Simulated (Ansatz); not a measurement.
**Which element?**

Cell vectors (Å):

```
 3.6276  0.0000  0.0000
-1.8138  3.1416  0.0000
 0.0000  0.0000  5.8866
```

```
atom       a       b       c
  Zr  0.0000  0.0000  0.0000
   X  0.6667  0.3333  0.7532
   X  0.3333  0.6667  0.2468
```

Method: PBEsol, PAW on Ansatz 0.2.0's default frozen-core files (fitted under PBE), scalar-relativistic. k mesh 8×8×4, strains of ±0.008, fixed occupations.

Elastic constants of a crystal by Kohn-Sham DFT: slopes of the stress over finite engineering strains of the given cell, Voigt indices, Cartesian axes as in the cell vectors.

| index | elastic (GPa) |
| --- | --- |
| 11 | 132.6 |
| 12 | 25.1 |
| 13 | 2.3 |
| 14 | -1.3 |
| 33 | 20.7 |
| 44 | 6.4 |

All X atoms are one element. Which one was computed?

S; the crystal is ZrS$_{2}$ (P-3m1, a database entry that needn't be its stable phase).

Caveats: frozen-core PAW files fitted under PBE, their cores solved anew for the functional of the run; no dispersion correction, so the spacing and stiffness between layers or molecules are poor.
